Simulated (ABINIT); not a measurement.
# Al2O3 (Corundum) (R-3c) in ABINIT: notebook

One crystal, Al2O3 (Corundum), is run at these levels: PBE, PBEsol, LDA; tasks: single point.

All numbers are computed with ABINIT 10.8.3 (patched build); they aren't measurements. Logs are shortened: lines on timing, memory, paths and dates and some standing lists are left out, and cuts for length are marked. The log counts tension as positive stress, the text compression.

**What was measured.**

“Multi-petahertz electron interference in Cr:Al2O3 solid-state material”, 2018, pmc:5906618 quotes, for a bulk crystal of Al2O3: band gap 8.7 eV (optical).

The runs below are set against these values where they give the same quantity.

## 1. Starting point

Symmetry: R-3c, No. 167, trigonal system. The conventional cell has a = 4.760 Å, b = 4.760 Å, c = 12.996 Å, α = 90.00°, β = 90.00°, γ = 120.00°. Al (site symmetry 3) has 6 O at 1.85 to 1.97 Å as nearest neighbours. Around O (site symmetry 2) lie 4 Al at 1.85 to 1.97 Å.

## 2. Single point, PBE

The input, run.abi:

```
pp_dirpath "./"
pseudos "Al.GGA_PBE-JTH.xml, O.GGA_PBE-JTH.xml"

acell 3*1.0
rprim
     4.4980206081     2.5969334089     8.1860416085
    -4.4980206081     2.5969334089     8.1860416085
     0.0000000000    -5.1938668179     8.1860416085
ntypat 2
znucl 13 8
natom 10
typat 1 1 1 1 2 2 2 2 2 2
xred
     0.8521600000     0.8521600000     0.8521600000
     0.6478400000     0.6478400000     0.6478400000
     0.1478400000     0.1478400000     0.1478400000
     0.3521600000     0.3521600000     0.3521600000
     0.0566800000     0.7500000000     0.4433200000
     0.7500000000     0.4433200000     0.0566800000
     0.4433200000     0.0566800000     0.7500000000
     0.9433200000     0.2500000000     0.5566800000
     0.2500000000     0.5566800000     0.9433200000
     0.5566800000     0.9433200000     0.2500000000

ecut 625.861884 eV
pawecutdg 45.0

kptopt 1
ngkpt 3 3 3
nshiftk 1
shiftk 0.0 0.0 0.0

ixc 11

nband 30
occopt 3
tsmear 0.00183747

nstep 100
tolvrs 1.0e-9

iomode 3
prtwf 0
prtden 0
prteig 0
prtebands 0
enunit 1
```

Potentials or basis: JTH PAW PBE v2.0.

The run is started by

```bash
$ abinit run.abi > log 2>&1
```

run.abo:

```text
.Version 10.8.3 of ABINIT
 Symmetries : space group R-3 c (#167); Bravais hR (rhombohedral)
================================================================================
 Values of the parameters that define the memory need of the present run
     intxc =       0    ionmov =       0      iscf =      17    lmnmax =       8
     lnmax =       4     mgfft =      45  mpssoang =       2    mqgrid =    3001
     natom =      10  nloc_mem =       2    nspden =       1   nspinor =       1
    nsppol =       1      nsym =      12    n1xccc =       1    ntypat =       2
    occopt =       3   xclevel =       2
       mpw =        3034          nfft =       91125          nkpt =           6
 PAW method is used; the additional fine FFT grid is defined by:
   mgfftf=        60    nfftf =    216000
================================================================================
================================================================================

--------------------------------------------------------------------------------
------------- Echo of variables that govern the present computation ------------
--------------------------------------------------------------------------------
 -outvars: echo values of preprocessed input variables --------
            acell      1.0000000000E+00  1.0000000000E+00  1.0000000000E+00 Bohr
              amu      2.69815390E+01  1.59994000E+01
             ecut      2.30000000E+01 Hartree
           enunit           1
              ixc          11
         kptrlatt        3    0    0      0    3    0      0    0    3
          kptrlen      2.69881236E+01
            natom          10
            nband          30
            ngfft          45      45      45
          ngfftdg          60      60      60
             nkpt           6
            nstep         100
             nsym          12
           ntypat           2
           occopt           3
        pawecutdg      4.50000000E+01 Hartree
         pawxcdev           0
           prtden           0
        prtebands           0
           prteig           0
            prtwf           0
            rprim      4.4980206081E+00  2.5969334089E+00  8.1860416085E+00
                      -4.4980206081E+00  2.5969334089E+00  8.1860416085E+00
                       0.0000000000E+00 -5.1938668179E+00  8.1860416085E+00
          spgroup         167
           tolvrs      1.00000000E-09
           tsmear      1.83747000E-03 Hartree
            typat      1  1  1  1  2  2  2  2  2  2
           useylm           1
           xangst      8.4079858104E-19 -4.5094223593E-11  1.1074330489E+01
                       5.7677093326E-17 -3.4282269835E-11  8.4190694984E+00
                      -1.5702851976E-17 -7.8233720484E-12  1.9212695027E+00
                      -1.6054856500E-16 -1.8635490668E-11  4.5765304930E+00
                      -1.6502749289E+00 -1.0988406869E-01  5.4148333297E+00
                       7.2997506950E-01  1.4841220460E+00  5.4148333297E+00
                       9.2029985937E-01 -1.3742379773E+00  5.4148333297E+00
                       1.6502749289E+00  1.0988406863E-01  7.5807666616E+00
                      -7.2997506950E-01 -1.4841220460E+00  7.5807666616E+00
[... 251 lines left out ...]
internal            : -1.05949421698258E+02
'-kT*entropy'       :  3.75982039814122E-15
total_energy        : -1.05949421698258E+02
total_energy_eV     : -2.88303063636962E+03
...

--- !EnergyTermsDC
iteration_state     : {dtset: 1, }
comment             : '"Double-counting" decomposition of free energy'
band_energy         :  1.33837275484293E+00
Ewald energy        : -8.81149731552105E+01
psp_core            :  1.08284357099898E+00
xc_dc               : -2.14320779574847E+01
PAW spherical_terms :  1.17642178974787E+00
internal            : -1.05949412997105E+02
'-kT*entropy'       :  3.75982039814122E-15
total_energy_dc     : -1.05949412997105E+02
total_energy_dc_eV  : -2.88303039959920E+03
...

--- !EnergyTermsWithPAWCore
iteration_state     : {dtset: 1, }
comment             : 'Components of total free energy, including PAW core contributions'
Total energy        : -1.42349069863906E+03
Total energy DC     : -1.42349068993791E+03
Total energy (eV)   : -3.87351552182288E+04
Total energy DC (eV): -3.87351549814583E+04
...

 Cartesian components of stress tensor (hartree/bohr^3)
  sigma(1 1)= -2.58171996E-04  sigma(3 2)=  6.63403022E-15
  sigma(2 2)= -2.58171996E-04  sigma(3 1)=  0.00000000E+00
  sigma(3 3)= -2.28499485E-04  sigma(2 1)=  0.00000000E+00

-Cartesian components of stress tensor (GPa)         [Pressure=  7.3047E+00 GPa]
- sigma(1 1)= -7.59568236E+00  sigma(3 2)=  1.95179908E-10
- sigma(2 2)= -7.59568236E+00  sigma(3 1)=  0.00000000E+00
- sigma(3 3)= -6.72268694E+00  sigma(2 1)=  0.00000000E+00

== END DATASET(S) ==============================================================
================================================================================

 -outvars: echo values of variables after computation  --------
            acell      1.0000000000E+00  1.0000000000E+00  1.0000000000E+00 Bohr
           etotal     -1.0594941300E+02
            fcart      2.0110641064E-19 -2.2919709271E-19 -1.3799869145E-03
                       1.8455733506E-19  1.7385165251E-19  1.3799869145E-03
                       1.8455733506E-19  1.7385165251E-19  1.3799869145E-03
                      -1.5734023857E-20 -1.2356658213E-20 -1.3799869145E-03
                      -5.1920642682E-04 -8.9929191086E-04 -3.6618798174E-15
                      -5.1920642682E-04  8.9929191086E-04  3.6618609260E-15
                       1.0384128536E-03 -3.3349377998E-20 -1.6007052998E-20
                       5.1920642682E-04  8.9929191086E-04  3.6618256073E-15
                       5.1920642682E-04 -8.9929191086E-04 -3.6619151361E-15
                      -1.0384128536E-03  3.2214046419E-20  1.6007052998E-20
            rprim      4.4980206081E+00  2.5969334089E+00  8.1860416085E+00
                      -4.4980206081E+00  2.5969334089E+00  8.1860416085E+00
                       0.0000000000E+00 -5.1938668179E+00  8.1860416085E+00
           strten     -2.5817199586E-04 -2.5817199590E-04 -2.2849948471E-04
                       6.6340302222E-15  0.0000000000E+00  0.0000000000E+00
           xangst      8.4079858104E-19 -4.5094223593E-11  1.1074330489E+01
                       5.7677093326E-17 -3.4282269835E-11  8.4190694984E+00
                      -1.5702851976E-17 -7.8233720484E-12  1.9212695027E+00
                      -1.6054856500E-16 -1.8635490668E-11  4.5765304930E+00
                      -1.6502749289E+00 -1.0988406869E-01  5.4148333297E+00
                       7.2997506950E-01  1.4841220460E+00  5.4148333297E+00
                       9.2029985937E-01 -1.3742379773E+00  5.4148333297E+00
                       1.6502749289E+00  1.0988406863E-01  7.5807666616E+00
                      -7.2997506950E-01 -1.4841220460E+00  7.5807666616E+00
                      -9.2029985937E-01  1.3742379773E+00  7.5807666616E+00
             xred      8.5216000000E-01  8.5216000000E-01  8.5216000000E-01
                       6.4784000000E-01  6.4784000000E-01  6.4784000000E-01
                       1.4784000000E-01  1.4784000000E-01  1.4784000000E-01
                       3.5216000000E-01  3.5216000000E-01  3.5216000000E-01
                       5.6680000000E-02  7.5000000000E-01  4.4332000000E-01
                       7.5000000000E-01  4.4332000000E-01  5.6680000000E-02
                       4.4332000000E-01  5.6680000000E-02  7.5000000000E-01
                       9.4332000000E-01  2.5000000000E-01  5.5668000000E-01
                       2.5000000000E-01  5.5668000000E-01  9.4332000000E-01
                       5.5668000000E-01  9.4332000000E-01  2.5000000000E-01
 Calculation completed.
```

It took 54 s on 1 thread of Arm Neoverse N1, shared host; peak memory 0.17 GiB.

What came out:

* Free energy: -2883.0304 eV
* Pressure: 7.3 GPa
* Largest force: 0.071 eV/Å
* Band gap on the k mesh: 6.20 eV, direct
* Valence electrons inside the program's atomic spheres: Al 0.87; O 4.68

Forces in eV/Å, atoms in the order of the input:
```
Al   0.000  0.000 -0.071
Al   0.000  0.000  0.071
Al   0.000  0.000  0.071
Al   0.000  0.000 -0.071
O   -0.027 -0.046  0.000
O   -0.027  0.046  0.000
O    0.053  0.000  0.000
O    0.027  0.046  0.000
O    0.027 -0.046  0.000
O   -0.053  0.000  0.000
```

Stress tensor (GPa, compression positive):
```
7.60 0.00 0.00
0.00 7.60 0.00
0.00 0.00 6.72
```

Levels at points of the mesh, in eV from the valence-band top:
```
           k point  band 21  band 22  band 23  band 24  band 25  band 26  band 27  band 28
(0.00, 0.00, 0.00)    -0.50    -0.04    -0.04     0.00     6.20     9.12    10.71    11.50
```

Caveat: the k mesh is coarse (spacing up to 0.53 Å⁻¹), so the values aren't converged. PBE gaps usually lie below the measured ones, often by a third to a half.

## 3. Single point, PBE

The input, run.abi:

```
# Pseudopotentials
pp_dirpath "./"
pseudos "Al.GGA_PBE-JTH.xml, O.GGA_PBE-JTH.xml"

# Structure
acell 5.1302230849 5.1302230849 5.130223085 Angstrom
rprim
     0.4639661786     0.2678709981     0.8443817345
    -0.4639661786     0.2678709981     0.8443817345
     0.0000000000    -0.5357419962     0.8443817345
ntypat 2
znucl 13 8
natom 10
typat 1 1 1 1 2 2 2 2 2 2
xcart
     0.0000000000    -0.0000000001    11.0743304961
     0.0000000000    -0.0000000001     8.4190695041
     0.0000000000     0.0000000000     1.9212695040
     0.0000000000     0.0000000000     4.5765304960
    -1.6502749300    -0.1098840688     5.4148333334
     0.7299750700     1.4841220469     5.4148333334
     0.9202998600    -1.3742379783     5.4148333334
     1.6502749300     0.1098840687     7.5807666667
    -0.7299750700    -1.4841220470     7.5807666667
    -0.9202998600     1.3742379782     7.5807666667 Angstrom

# Plane-wave basis
ecut 625.861884 eV
pawecutdg 45.0

# k points
kptopt 1
ngkpt 4 4 4
nshiftk 1
shiftk 0.0 0.0 0.0

# Exchange and correlation
ixc 11

# Bands and occupations
nband 30
occopt 3
tsmear 0.05 eV

# SCF cycle
nstep 100
tolvrs 1.0e-9

# Output
iomode 3
prtwf 0
prteig 0
prtebands 0
enunit 1
prtden 1
prtvha 1
prtvclmb 1
prtpot 1
```

Potentials or basis: JTH PAW PBE v2.0.

The run is started by

```bash
$ abinit run.abi > log 2>&1
```

run.abo:

```text
.Version 10.8.3 of ABINIT
 Symmetries : space group R-3 c (#167); Bravais hR (rhombohedral)
================================================================================
 Values of the parameters that define the memory need of the present run
     intxc =       0    ionmov =       0      iscf =      17    lmnmax =       8
     lnmax =       4     mgfft =      45  mpssoang =       2    mqgrid =    3001
     natom =      10  nloc_mem =       2    nspden =       1   nspinor =       1
    nsppol =       1      nsym =      12    n1xccc =       1    ntypat =       2
    occopt =       3   xclevel =       2
       mpw =        3030          nfft =       91125          nkpt =          13
 PAW method is used; the additional fine FFT grid is defined by:
   mgfftf=        60    nfftf =    216000
================================================================================
================================================================================

--------------------------------------------------------------------------------
------------- Echo of variables that govern the present computation ------------
--------------------------------------------------------------------------------
 -outvars: echo values of preprocessed input variables --------
            acell      9.6947165953E+00  9.6947165953E+00  9.6947165955E+00 Bohr
              amu      2.69815390E+01  1.59994000E+01
             ecut      2.30000000E+01 Hartree
           enunit           1
              ixc          11
         kptrlatt        4    0    0      0    4    0      0    0    4
          kptrlen      3.59841649E+01
[... 333 lines left out ...]
                      -2.4672916906E-19 -2.8230342680E-14 -1.3783475928E-03
                      -5.2566001705E-04 -9.1046985706E-04 -3.7534015781E-15
                      -5.2566001705E-04  9.1046985706E-04  3.7533662593E-15
                       1.0513200341E-03  2.4151822122E-20  6.4157036593E-21
                       5.2566001705E-04  9.1046985706E-04  3.7534015781E-15
                       5.2566001705E-04 -9.1046985706E-04 -3.7533662593E-15
                      -1.0513200341E-03 -1.9760581736E-20 -6.4157036593E-21
            rprim      4.6396617860E-01  2.6787099810E-01  8.4438173450E-01
                      -4.6396617860E-01  2.6787099810E-01  8.4438173450E-01
                       0.0000000000E+00 -5.3574199620E-01  8.4438173450E-01
           strten     -2.5836628606E-04 -2.5836628598E-04 -2.2916738185E-04
                       4.0677664490E-14  0.0000000000E+00  0.0000000000E+00
           xangst     -5.6300088751E-17 -6.8865210892E-11  1.1074330496E+01
                       1.1406598705E-16 -5.7920775960E-11  8.4190695042E+00
                      -1.0749694139E-17 -3.1133639284E-11  1.9212695039E+00
                       1.7312436685E-17 -4.2079635899E-11  4.5765304959E+00
                      -1.6502749300E+00 -1.0988406877E-01  5.4148333333E+00
                       7.2997507003E-01  1.4841220469E+00  5.4148333333E+00
                       9.2029986001E-01 -1.3742379783E+00  5.4148333334E+00
                       1.6502749300E+00  1.0988406867E-01  7.5807666668E+00
                      -7.2997507003E-01 -1.4841220470E+00  7.5807666668E+00
                      -9.2029986001E-01  1.3742379782E+00  7.5807666667E+00
             xred      8.5215999998E-01  8.5215999998E-01  8.5215999999E-01
                       6.4783999999E-01  6.4783999999E-01  6.4783999999E-01
                       1.4783999999E-01  1.4783999999E-01  1.4783999999E-01
                       3.5215999998E-01  3.5215999998E-01  3.5215999999E-01
                       5.6679999987E-02  7.4999999998E-01  4.4331999999E-01
                       7.4999999998E-01  4.4331999998E-01  5.6679999995E-02
                       4.4331999998E-01  5.6679999987E-02  7.4999999999E-01
                       9.4331999998E-01  2.4999999998E-01  5.5668000000E-01
                       2.4999999998E-01  5.5667999999E-01  9.4331999999E-01
                       5.5667999999E-01  9.4331999998E-01  2.4999999999E-01
 Calculation completed.
```

Wall time 93 s (1 thread of Arm Neoverse N1, shared host); peak memory 0.21 GiB.

Results:

| Item | Value |
| --- | --- |
| Free energy | -2883.0324 eV |
| Pressure | 7.3 GPa |
| Largest force | 0.071 eV/Å |
| Band gap on the k mesh | 6.20 eV, direct |
| Valence electrons inside the program's atomic spheres | Al 0.87; O 4.68 |

Forces on the atoms (eV/Å):
```
Al   0.000  0.000 -0.071
Al   0.000  0.000  0.071
Al   0.000  0.000  0.071
Al   0.000  0.000 -0.071
O   -0.027 -0.047  0.000
O   -0.027  0.047  0.000
O    0.054  0.000  0.000
O    0.027  0.047  0.000
O    0.027 -0.047  0.000
O   -0.054  0.000  0.000
```

Stress tensor (GPa, compression positive):
```
7.60 0.00 0.00
0.00 7.60 0.00
0.00 0.00 6.74
```

Levels at points of the mesh, in eV from the valence-band top:
```
           k point  band 22  band 23  band 24  band 25  band 26  band 27
(0.00, 0.00, 0.00)    -0.04    -0.04     0.00     6.20     9.12    10.71
(0.50, 0.00, 0.00)    -0.91    -0.27    -0.27     9.46     9.46     9.61
(0.50, 0.50, 0.00)    -0.92    -0.74    -0.26     9.62     9.71     9.92
(0.50, 0.50, 0.50)    -0.38    -0.38    -0.38     8.66     8.66    11.06
```

## 4. Single point, PBEsol

The input, run.abi:

```
# Pseudopotentials
pp_dirpath "./"
pseudos "Al.GGA_PBE-JTH.xml, O.GGA_PBE-JTH.xml"

# Structure
acell 9.6947165888 9.6947165888 9.6947165888
rprim
     0.4639661786     0.2678709981     0.8443817345
    -0.4639661786     0.2678709981     0.8443817345
     0.0000000000    -0.5357419962     0.8443817345
ntypat 2
znucl 13 8
natom 10
typat 1 1 1 1 2 2 2 2 2 2
xred
     0.8521600000     0.8521600000     0.8521600000
     0.6478400000     0.6478400000     0.6478400000
     0.1478400000     0.1478400000     0.1478400000
     0.3521600000     0.3521600000     0.3521600000
     0.0566800000     0.7500000000     0.4433200000
     0.7500000000     0.4433200000     0.0566800000
     0.4433200000     0.0566800000     0.7500000000
     0.9433200000     0.2500000000     0.5566800000
     0.2500000000     0.5566800000     0.9433200000
     0.5566800000     0.9433200000     0.2500000000

# Plane-wave basis
ecut 625.861884 eV
pawecutdg 45.0

# k points
kptopt 1
ngkpt 3 3 3
nshiftk 1
shiftk 0.0 0.0 0.0

# Exchange and correlation
ixc -116133

# Bands and occupations
nband 30
occopt 3
tsmear 0.00183747

# SCF cycle
nstep 100
tolvrs 1.0e-9

# Output
iomode 3
prtwf 0
prtden 0
prteig 0
prtebands 0
prtvol 2
```

The run is started by

```bash
$ abinit run.abi > log 2>&1
```

Wall time 78 s (1 thread of Arm Neoverse N1, shared host); peak memory 0.17 GiB.

Results (log left out):

```yaml
Free_energy: -2874.9771 eV
Pressure: 2.8 GPa
Largest_force: 0.112 eV/Å
Band_gap_on_the_k_mesh: 6.10 eV, direct
Valence_electrons_inside_the_program's_atomic_spheres: Al 0.87; O 4.66
```

Forces on the atoms (eV/Å):
```
Al   0.000  0.000 -0.085
Al   0.000  0.000  0.085
Al   0.000  0.000  0.085
Al   0.000  0.000 -0.085
O   -0.056 -0.097  0.000
O   -0.056  0.097  0.000
O    0.112  0.000  0.000
O    0.056  0.097  0.000
O    0.056 -0.097  0.000
O   -0.112  0.000  0.000
```

Stress tensor (GPa, compression positive):
```
3.08 0.00 0.00
0.00 3.08 0.00
0.00 0.00 2.09
```

Levels at points of the mesh, in eV from the valence-band top:
```
           k point  band 20  band 21  band 22  band 23  band 24  band 25  band 26  band 27  band 28  band 29
(0.00, 0.00, 0.00)    -0.51    -0.51    -0.04    -0.04     0.00     6.10     8.96    10.63    11.36    11.36
```

Caveat: the k mesh is coarse (spacing up to 0.53 Å⁻¹), so the values aren't converged; the PAW data sets were made with another functional, which shifts forces and pressure a little.

(Continued in part 2 of 2.)
